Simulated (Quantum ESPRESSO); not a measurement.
# E(M) of MnO2

Aim: the energy of MnO2 as a function of the total spin moment of its primitive cell.

Method: PW91; plane waves with GBRV 1.5 LDA potentials, no spin-orbit coupling, in Quantum ESPRESSO 7.5.

### Step 1. The starting structure

The structure is trigonal, space group P-3m1 (No. 164). Conventional cell: a = 2.857 Å, b = 2.857 Å, c = 4.601 Å, α = 90.00°, β = 90.00°, γ = 120.00°. Nearest to Mn lie 6 O at 1.90 Å. O has 3 Mn at 1.90 Å nearest. Farther neighbours and most contacts between anions are not listed.

Coordinates:

```
CELL_PARAMETERS angstrom
2.85658 0.00000 0.00000
-1.42829 2.47387 0.00000
0.00000 0.00000 4.60137
ATOMIC_POSITIONS crystal
Mn 0.00000 0.00000 0.50000
O 0.66667 0.33333 0.29371
O 0.33333 0.66667 0.70629
```

The cell comes from Materials Project 2023-11-01, a database of computed structures, and need not be the stable phase.

### Step 2. The free run

ASE passes magmoms on as starting_magnetization. pw.x reads values of 1 or more as Bohr magnetons; where all are smaller, it reads them as fractions of the valence charge.

pw.py

```python
from ase import Atoms
from ase.calculators.espresso import Espresso, EspressoProfile

atoms = Atoms(['Mn', 'O', 'O'],
    cell=[[2.85657818, 0.0, 0.0],
         [-1.42828909, 2.47386927, 0.0],
         [0.0, 0.0, 4.60137406]],
    scaled_positions=[[0.0, 0.0, 0.5],
         [0.66666667, 0.33333333, 0.29370743],
         [0.33333333, 0.66666667, 0.70629257]],
    pbc=True,
    magmoms=[4.5, 0.0, 0.0])
input_data = {
    'control': {'calculation': 'scf', 'prefix': 'pwscf', 'outdir': './tmp', 'disk_io': 'nowf', 'tprnfor': True, 'tstress': True},
    'system': {'ecutwfc': 40.0, 'ecutrho': 280.0, 'nbnd': 23, 'input_dft': 'pw91', 'occupations': 'smearing', 'smearing': 'fd', 'degauss': 0.00734986, 'nspin': 2},
    'electrons': {'conv_thr': 6e-09, 'electron_maxstep': 150, 'mixing_beta': 0.3, 'startingwfc': 'random'},
}
atoms.calc = Espresso(
    profile=EspressoProfile(command='mpirun -n 2 pw.x -nk 2', pseudo_dir='pseudo'),
    pseudopotentials={'Mn': 'mn_lda_v1.5.uspp.F.UPF', 'O': 'o_lda_v1.2.uspp.F.UPF'},
    input_data=input_data,
    kpts=(8, 8, 8),
    koffset=(1, 1, 1))
atoms.get_potential_energy()
energy = atoms.calc.results['free_energy']
print(f'free energy: {energy:.6f} eV')
print('site moments (muB):', atoms.get_magnetic_moments().round(3))
```

Command:

```console
OMP_NUM_THREADS=1 python3 pw.py > pw.log
```

Output:

```text
free energy: -3763.762771 eV
site moments (muB): [2.523 0.042 0.042]

--- espresso.pwo ---
Program PWSCF v.7.5 starts

Warning: card &CELL ignored
Warning: card &FCP ignored
Warning: card &RISM ignored

     IMPORTANT: XC functional enforced from input :
     Exchange-correlation= PW91
                           (   1   4   2   2   0   0   0)
     Any further DFT definition will be discarded
     Please, verify this is what you really want

     Message from routine setup:
     using ibrav=0 with symmetry is DISCOURAGED, use correct ibrav instead

     K-points division:     npool     =       2
     Subspace diagonalization in iterative solution of the eigenvalue problem:

     G-vector sticks info
     --------------------
     sticks:   dense  smooth     PW     G-vecs:    dense   smooth      PW
     Sum         559     313    109                17345     7487    1485

     Using Slab Decomposition

     bravais-lattice index     =            0
     lattice parameter (alat)  =       5.3982  a.u.
     unit-cell volume          =     219.4356 (a.u.)^3
     number of atoms/cell      =            3
     number of atomic types    =            2
     number of electrons       =        27.00
     number of Kohn-Sham states=           23
     kinetic-energy cutoff     =      40.0000  Ry
     charge density cutoff     =     280.0000  Ry
     scf convergence threshold =      6.0E-09
     mixing beta               =       0.3000
     number of iterations used =            8  plain     mixing
     Exchange-correlation= PW91
                           (   1   4   2   2   0   0   0)

     celldm(1)=   5.398150  celldm(2)=   0.000000  celldm(3)=   0.000000
     celldm(4)=   0.000000  celldm(5)=   0.000000  celldm(6)=   0.000000

     crystal axes: (cart. coord. in units of alat)
               a(1) = (   1.000000   0.000000   0.000000 )
               a(2) = (  -0.500000   0.866025   0.000000 )
               a(3) = (   0.000000   0.000000   1.610799 )

     reciprocal axes: (cart. coord. in units 2 pi/alat)
               b(1) = (  1.000000  0.577350 -0.000000 )
               b(2) = (  0.000000  1.154701  0.000000 )
               b(3) = (  0.000000 -0.000000  0.620810 )

     PseudoPot. # 1 for Mn read from file:
     mn_lda_v1.5.uspp.F.UPF
     Pseudo is Ultrasoft + core correction, Zval = 15.0
     Generated by new atomic code, or converted to UPF format
     Using radial grid of  859 points,  6 beta functions with:
                l(1) =   0
                l(2) =   0
                l(3) =   1
                l(4) =   1
                l(5) =   2
                l(6) =   2
     Q(r) pseudized with  8 coefficients,  rinner =    0.950   0.950   0.950
                                                       0.950   0.950

     PseudoPot. # 2 for O  read from file:
     o_lda_v1.2.uspp.F.UPF
     Pseudo is Ultrasoft + core correction, Zval =  6.0
     Generated by new atomic code, or converted to UPF format
     Using radial grid of  737 points,  5 beta functions with:
                l(1) =   0
                l(2) =   0
                l(3) =   1
                l(4) =   1
                l(5) =   2
     Q(r) pseudized with  8 coefficients,  rinner =    0.900   0.900   0.900
                                                       0.900   0.900

     atomic species   valence    mass     pseudopotential
     Mn               15.00    54.93804     Mn( 1.00)
     O                 6.00    15.99900     O ( 1.00)

     Starting magnetic structure
     atomic species   magnetization
     Mn              0.300
     O               0.000

     12 Sym. Ops., with inversion, found

   Cartesian axes

     site n.     atom                  positions (alat units)
         1        Mn     tau(   1) = (   0.0000000   0.0000000   0.8053996  )
         2        O      tau(   2) = (   0.5000000   0.2886751   0.4731037  )
         3        O      tau(   3) = (  -0.0000000   0.5773503   1.1376956  )

     number of k points=   144  Fermi-Dirac smearing, width (Ry)=  0.0073

     Number of k-points >= 100: set verbosity='high' to print them.

     Dense  grid:    17345 G-vectors     FFT dimensions: (  30,  30,  48)

     Smooth grid:     7487 G-vectors     FFT dimensions: (  24,  24,  36)

     Check: negative core charge=   -0.000041
     Generating pointlists ...
     new r_m :   0.2748 (alat units)  1.4833 (a.u.) for type    1
     new r_m :   0.2748 (alat units)  1.4833 (a.u.) for type    2

     Initial potential from superposition of free atoms

     starting charge      26.4999, renormalised to      27.0000
     Starting wfcs are random

     Self-consistent Calculation

     iteration #  1     ecut=    40.00 Ry     beta= 0.30
     Davidson diagonalization with overlap
     ethr =  1.00E-02,  avg # of iterations =  7.3

     total energy              =    -275.96350212 Ry
     estimated scf accuracy    <       2.44185059 Ry

     total magnetization       =     3.00 Bohr mag/cell
     absolute magnetization    =     3.11 Bohr mag/cell

     iteration #  2     ecut=    40.00 Ry     beta= 0.30
     Davidson diagonalization with overlap
     ethr =  9.04E-03,  avg # of iterations =  1.7

     total energy              =    -276.14690133 Ry
     estimated scf accuracy    <       2.68741336 Ry

     total magnetization       =     2.55 Bohr mag/cell
     absolute magnetization    =     2.57 Bohr mag/cell

     iteration #  3     ecut=    40.00 Ry     beta= 0.30
     Davidson diagonalization with overlap
     ethr =  9.04E-03,  avg # of iterations =  1.0

     total energy              =    -276.57705307 Ry
     estimated scf accuracy    <       0.28225051 Ry

     total magnetization       =     3.00 Bohr mag/cell
     absolute magnetization    =     3.20 Bohr mag/cell

     [... further iterations left out ...]

     iteration # 10     ecut=    40.00 Ry     beta= 0.30
     Davidson diagonalization with overlap
     ethr =  7.80E-08,  avg # of iterations =  1.5

     total energy              =    -276.63148597 Ry
     estimated scf accuracy    <       0.00000093 Ry

     total magnetization       =     3.00 Bohr mag/cell
     absolute magnetization    =     3.05 Bohr mag/cell

     iteration # 11     ecut=    40.00 Ry     beta= 0.30
     Davidson diagonalization with overlap
     ethr =  3.46E-09,  avg # of iterations =  1.2

     total energy              =    -276.63148542 Ry
     estimated scf accuracy    <       0.00000120 Ry

     total magnetization       =     3.00 Bohr mag/cell
     absolute magnetization    =     3.05 Bohr mag/cell

     iteration # 12     ecut=    40.00 Ry     beta= 0.30
     Davidson diagonalization with overlap
     ethr =  3.46E-09,  avg # of iterations =  1.2

     total energy              =    -276.63148557 Ry
     estimated scf accuracy    <       0.00000006 Ry

     total magnetization       =     3.00 Bohr mag/cell
     absolute magnetization    =     3.05 Bohr mag/cell

     iteration # 13     ecut=    40.00 Ry     beta= 0.30
     Davidson diagonalization with overlap
     ethr =  2.21E-10,  avg # of iterations =  1.0

     Magnetic moment per site  (integrated on atomic sphere of radius R)
     atom   1 (R=0.275)  charge= 11.7574  magn=  2.5229
     atom   2 (R=0.275)  charge=  5.2606  magn=  0.0420
     atom   3 (R=0.275)  charge=  5.2606  magn=  0.0420

     End of self-consistent calculation

     Number of k-points >= 100: set verbosity='high' to print the bands.

     the Fermi energy is     8.1020 ev

!    total energy              =    -276.63148550 Ry
     estimated scf accuracy    <          3.2E-09 Ry
     smearing contrib. (-TS)   =      -0.00007486 Ry
     internal energy E=F+TS    =    -276.63141064 Ry

     The total energy is F=E-TS. E is the sum of the following terms:
     one-electron contribution =    -193.25471484 Ry
     hartree contribution      =     107.96795797 Ry
     xc contribution           =     -41.44489997 Ry
     ewald contribution        =    -149.89975379 Ry

     total magnetization       =     3.00 Bohr mag/cell
     absolute magnetization    =     3.05 Bohr mag/cell

     convergence has been achieved in  13 iterations

     Forces acting on atoms (cartesian axes, Ry/au):

     atom    1 type  1   force =    -0.00000000    0.00000000    0.00000000
     atom    2 type  2   force =     0.00000000    0.00000000   -0.00326352
     atom    3 type  2   force =    -0.00000000   -0.00000000    0.00326352

     Total force =     0.004615     Total SCF correction =     0.000202

     Computing stress (Cartesian axis) and pressure

          total   stress  (Ry/bohr**3)                   (kbar)     P=       26.03
   0.00020173   0.00000000   0.00000000           29.68        0.00        0.00
   0.00000000   0.00020173   0.00000000            0.00       29.68        0.00
   0.00000000   0.00000000   0.00012735            0.00        0.00       18.73

=------------------------------------------------------------------------------=
   JOB DONE.
=------------------------------------------------------------------------------=
```

It took 23 s on 2 MPI ranks of AMD EPYC 9R45, shared host; peak memory 0.36 GiB.

Spin moment in the atom's sphere by atom:

```csv
atom,spin moment in the atom's sphere (μB)
Mn1,2.52
O2,0.04
O3,0.04
```

Read from the output:

| Item | Value |
| --- | --- |
| smearing term TS | 0.001019 eV |
| pressure | 2.603 GPa |
| magnetization | 2.999 μB |
| absolute magnetization | 3.049 μB |
| final state | ferromagnetic |

### Step 3. Moment fixed at 0 μB

The two spin channels are filled to separate Fermi energies, so that the total moment meets the target. Half of the up one less the down one is the slope dE/dM.

Changes to pw.py since step 2:

```diff
@@ -11,6 +11,6 @@
     pbc=True,
-    magmoms=[4.5, 0.0, 0.0])
+    magmoms=[0.225, 0.0, 0.0])
 input_data = {
     'control': {'calculation': 'scf', 'prefix': 'pwscf', 'outdir': './tmp', 'disk_io': 'nowf', 'tprnfor': True, 'tstress': True},
-    'system': {'ecutwfc': 40.0, 'ecutrho': 280.0, 'nbnd': 23, 'input_dft': 'pw91', 'occupations': 'smearing', 'smearing': 'fd', 'degauss': 0.00734986, 'nspin': 2},
+    'system': {'ecutwfc': 40.0, 'ecutrho': 280.0, 'nbnd': 23, 'input_dft': 'pw91', 'occupations': 'smearing', 'smearing': 'fd', 'degauss': 0.00734986, 'nspin': 2, 'tot_magnetization': 0.0},
     'electrons': {'conv_thr': 6e-09, 'electron_maxstep': 150, 'mixing_beta': 0.3, 'startingwfc': 'random'},
```

Command:

```console
OMP_NUM_THREADS=1 python3 pw.py > pw.log
```

Output:

```text
     [... lines left out ...]
free energy: -3762.636026 eV
site moments (muB): [-0.  0.  0.]
--- espresso.pwo ---
Program PWSCF v.7.5 starts
     [... lines left out ...]
     number of atoms/cell      =            3
     [... lines left out ...]
     number of electrons       =        27.00 (up:  13.50, down:  13.50)
     number of Kohn-Sham states=           23
     kinetic-energy cutoff     =      40.0000  Ry
     charge density cutoff     =     280.0000  Ry
     scf convergence threshold =      6.0E-09
     [... lines left out ...]
     12 Sym. Ops., with inversion, found
     [... lines left out ...]
     number of k points=   144  Fermi-Dirac smearing, width (Ry)=  0.0073
     [... lines left out ...]
     iteration # 22     ecut=    40.00 Ry     beta= 0.30
     [... lines left out ...]
     Magnetic moment per site  (integrated on atomic sphere of radius R)
     atom   1 (R=0.275)  charge= 11.7840  magn= -0.0001
     atom   2 (R=0.275)  charge=  5.2301  magn=  0.0001
     atom   3 (R=0.275)  charge=  5.2301  magn=  0.0001
     [... lines left out ...]
     the spin up/dw Fermi energies are     7.9010    7.9010 ev
!    total energy              =    -276.54867131 Ry
     estimated scf accuracy    <          3.9E-09 Ry
     smearing contrib. (-TS)   =      -0.01224366 Ry
     [... lines left out ...]
     total magnetization       =     0.00 Bohr mag/cell
     absolute magnetization    =     0.00 Bohr mag/cell
     convergence has been achieved in  22 iterations
     [... lines left out ...]
     Total force =     0.016231     Total SCF correction =     0.000093
     [... lines left out ...]
          total   stress  (Ry/bohr**3)                   (kbar)     P=      -57.86
     [... lines left out ...]
```

Wall time 36 s (2 MPI ranks); peak memory 0.36 GiB.

Read from the output:

| Quantity | Value |
| --- | --- |
| magnetization | 0 μB |
| absolute magnetization | 0 μB |
| half the difference of the two Fermi energies | 0 meV |
| largest moment | 0 μB |

[end of part 1 of 2]

[Logs and program files are shortened in this print: banners, set-up blocks, solver, clock and traceback lines can be left out without a mark of their own.]

[Logs are printed without paths, hosts, clocks, repeated set-up lines and the standing remarks that a program may print on its own settings, such as how far it seeks lower states.]

[Hosts, paths, dates, database ids (printed as entryN), source tags and the programs' standing remarks are cut or masked in the printed files.]

[Where a cell is said to come from a database of computed structures, the database is the Materials Project.]
